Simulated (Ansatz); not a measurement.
GaN (started from an entry of an open crystallographic database), relaxed with r2SCAN in Ansatz. The symmetry is Fm-3m (No. 225, cubic); conventional cell a = 4.217 Å, 9.37 Å³ an atom. Around Ga lie 6 N at 2.11 Å; around N lie 6 Ga at 2.11 Å.

The axes x, y and z are those of this cell:
```
CELL_PARAMETERS angstrom
0.00000 2.10852 2.10852
2.10852 0.00000 2.10852
2.10852 2.10852 0.00000
ATOMIC_POSITIONS crystal
Ga 0.50000 0.50000 0.50000
N 0.00000 0.00000 0.00000
```

Unstrained: With PBE the valence top lies at Γ–K (0.47 of the way from Γ) and the conduction bottom at X, 0.633 eV higher; the smallest vertical gap, at Γ, is 2.830 eV. With r2SCAN the valence top lies at Γ–K (0.47 of the way from Γ) and the conduction bottom at X, 1.159 eV higher; the smallest vertical gap, at Γ, is 3.377 eV. The HSE06 gap is indirect, 1.898 eV (Γ–K (0.47 of the way from Γ) to X), below the direct gap of 4.144 eV at Γ. Meshes: PBE 10×10×10, r2SCAN 10×10×10, HSE06 8×8×8. Strains are changes of length per length, and xy shears are angles. After each strain the atoms were relaxed again with r2SCAN within the symmetry that the strain leaves, so tilts or polar shifts that break it weren't tested; points keep the names that they have in the unstrained zone. The values are computed, spin-unpolarised, and not measurements.

Q: Apply uniaxial -3.98 % along x, other directions held. How far does the gap move, against the unstrained cell?

A: PBE: the gap goes from 0.633 to 0.620 eV (-0.013 eV); the X points, equivalent before, split by 430 meV, and the conduction bottom lies at those like (0, 1/2, 1/2); the edges go from Γ–K (0.47) → X to (0.180, -0.008, -0.188) → X. r2SCAN: the gap goes from 1.159 to 1.166 eV (+0.007 eV); the X points, equivalent before, split by 428 meV, and the conduction bottom lies at those like (0, 1/2, 1/2); the edges go from Γ–K (0.47) → X to (0.180, -0.008, -0.188) → X. HSE06: the gap goes from 1.898 to 1.924 eV (+0.026 eV); the X points, equivalent before, split by 449 meV, and the conduction bottom lies at those like (0, 1/2, 1/2); the edges go from Γ–K (0.47) → X to (0.180, -0.008, -0.188) → X. The r2SCAN energy rises by 20.0 meV an atom.

Q: One strain changed the r2SCAN stress by xx +11.23, yy +26.76, zz +11.23 GPa (compression positive) and the gap by -0.003 eV (PBE), +0.025 eV (r2SCAN), +0.052 eV (HSE06). Which kind of strain was it, and roughly how large?

A: Uniaxial -5.29 % along y, other directions held. The pattern of the stress gives the kind; the size needs the stiffness, so it is an estimate.

Q: Estimate what isotropic +3.89 % on every length does to the gap.

A: PBE: gap 0.63 before, none (overlap 0.05) after (eV); it has closed. r2SCAN: the gap goes from 1.159 to 0.410 eV (-0.749 eV); the edges go from Γ–K (0.47) → X to Γ–K (0.46) → X. HSE06: the gap goes from 1.898 to 1.064 eV (-0.834 eV); the edges go from Γ–K (0.47) → X to Γ–K (0.46) → X. The r2SCAN energy rises by 84.9 meV an atom.

Q: One strain changed the r2SCAN stress by xx +0.09, yy +0.09, zz -0.05, xy +4.75 GPa (compression positive) and the gap by -0.103 eV (PBE), -0.106 eV (r2SCAN), -0.101 eV (HSE06). Which kind of strain was it, and roughly how large?

A: Xy shear, engineering strain (angle) -2.02 %. The pattern of the stress gives the kind; the size needs the stiffness, so it is an estimate.

Where an edge lies off the special points, it is a point of the mesh or the k point where a search put PBE's edge or least direct gap, reused for the other functionals, whose own edges may lie a little apart.

Coordinates of k points refer to the reciprocal vectors of the primitive cell of the runs.

The meshes of the hybrids are coarse, so their gaps aren't converged to the digits shown.
